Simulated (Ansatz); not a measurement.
# Ti (fcc type): the cost of one run

Computed with Ansatz 0.2.0 (DFT, PBE, PAW with Ansatz's default frozen-core files, scalar-relativistic, unless a step's input says otherwise).

## Step 1: The starting structure

Symmetry: Fm-3m, No. 225, cubic system. The conventional cell has a = 4.113 Å, b = 4.113 Å, c = 4.113 Å, α = 90.00°, β = 90.00°, γ = 90.00°. Ti (site symmetry m-3m) has 12 Ti at 2.91 Å as nearest neighbours.

Coordinates:

```xyz
1
Lattice="0.0000 2.0566 2.0566 2.0566 0.0000 2.0566 2.0566 2.0566 0.0000" Properties=species:S:1:pos:R:3 pbc="T T T"
Ti    0.0000    0.0000    0.0000
```

## Step 2: Cell relaxed at zero pressure, PAW

File input.yaml:

```yaml
crystal:
  lattice:
    - [0.0, 2.0565919077, 2.0565919077]
    - [2.0565919077, 0.0, 2.0565919077]
    - [2.0565919077, 2.0565919077, 0.0]
  atoms:
    - { symbol: Ti, position: [0.0, 0.0, 0.0] }
kpoints:
  mp_grid: { grid: [17, 17, 17] }
scf:
  occupations: { method: fermi_dirac, width: 0.1 }
hamiltonian:
  xc: pbe
  pseudopotentials: { kind: paw }
output:
  forces: true
  stress: true
  write_density: true
  write_potential: true
  elf: true
  volumetric_format: npy
relax:
  f_tol: 0.005
  max_steps: 40
  cell: {}
```

The run is started by

```
$ ansatz run input.yaml --threads 1 --pin off --max-ram 3584MiB --backend cpu --events-out ev --progress --plain --runs-dir out
```

Q: Estimate wall time and peak memory on 1 thread of Arm Neoverse V1, shared host.

About 6.6 s, with a peak of 0.32 GiB.
